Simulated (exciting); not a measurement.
Consider KBr, space group Fm-3m.

```xyz
2
Lattice="0.0000 3.3000 3.3000 3.3000 0.0000 3.3000 3.3000 3.3000 0.0000" Properties=species:S:1:pos:R:3 pbc="T T T"
Br    3.3000    3.3000    3.3000
K     0.0000    0.0000    0.0000
```

Absorber: atom 2, with 6 Br at 3.30 Å (octahedral, site symmetry m-3m). Method: exciting, all-electron LAPW+lo, LDA, spinor conduction states, exchange and screened direct term (singlet BSE), 2×2×2 shifted k points, 34 conduction spinor bands, |G+q| up to 4.5 bohr⁻¹ (4.4 in the exchange term), full RPA screening with nempty = 57, Lorentzian half width 0.25 eV.

Question: Predict the K L₂,₃ near-edge structure at this level.

Bound core exciton? Yes on this mesh: the first bright state (over 5 % of the brightest) lies at -2.10 eV from the Kohn–Sham onset and at -3.13 eV from the lowest bare transition of its own mesh; weaker or dark states reach down to -2.17 eV. Maxima (height): -1.1 eV (1.00), 1.6 eV (0.74), 7.9 eV (0.10) and 10.8 eV (0.12).

Energy from the Kohn–Sham onset, core level to the lowest empty state found on the meshes used; Im ε in relative units:

```
E (eV)  Im ε
 -4.00  0.01
 -3.75  0.02
 -3.50  0.02
 -3.25  0.03
 -3.00  0.03
 -2.75  0.05
 -2.50  0.07
 -2.25  0.12
 -2.00  0.24
 -1.75  0.36
 -1.50  0.49
 -1.25  0.90
 -1.00  0.80
 -0.75  0.35
 -0.50  0.17
 -0.25  0.12
  0.00  0.10
  0.25  0.10
  0.50  0.12
  0.75  0.20
  1.00  0.38
  1.25  0.44
  1.50  0.67
  1.75  0.66
  2.00  0.40
  2.25  0.23
  2.50  0.14
  2.75  0.11
  3.00  0.10
  3.25  0.09
  3.50  0.08
  3.75  0.09
  4.00  0.10
  4.25  0.10
  4.50  0.10
  4.75  0.11
  5.00  0.11
  5.25  0.10
  5.50  0.08
  5.75  0.07
  6.00  0.06
  6.25  0.06
  6.50  0.05
  6.75  0.05
  7.00  0.05
  7.25  0.05
  7.50  0.07
  7.75  0.09
  8.00  0.10
  8.25  0.08
  8.50  0.06
  8.75  0.05
  9.00  0.05
  9.25  0.05
  9.50  0.04
  9.75  0.04
 10.00  0.06
 10.25  0.07
 10.50  0.09
 10.75  0.12
 11.00  0.10
 11.25  0.08
 11.50  0.07
 11.75  0.07
 12.00  0.06
 12.25  0.04
 12.50  0.04
 12.75  0.04
 13.00  0.05
 13.25  0.06
 13.50  0.06
 13.75  0.06
 14.00  0.05
 14.25  0.04
 14.50  0.04
```

Binding energies aren't converged on 8 k points, and the weak maxima beyond the white lines are largely noise of the mesh. The multiplet shape isn't converged in the kernel cutoffs, and the cutoff of the direct term wasn't varied. Measured L₃ and L₂ lines of such d⁰ ions are about equally strong. The zero comes from the unshifted 4×4×4 ground-state mesh; it is exact only where the band minimum lies on that mesh. The Kohn–Sham onset, 275 eV, is no photon energy (tabulated edge of the element: 294.6 eV): the scale needs a rigid shift. Bands and screening come from semilocal DFT, whose small gap overscreens. Charge-transfer satellites and vibrations lie outside this two-particle theory. The structure is a published determination, not relaxed.

[Banner, clock and machine lines of the logs are left out without a mark of their own.]

[Logs are printed without paths, hosts, clocks, repeated set-up lines and the standing remarks that a program may print on its own settings, such as how far it seeks lower states.]

[Hosts, paths, dates, database ids (printed as entryN), source tags and the programs' standing remarks are cut or masked in the printed files.]
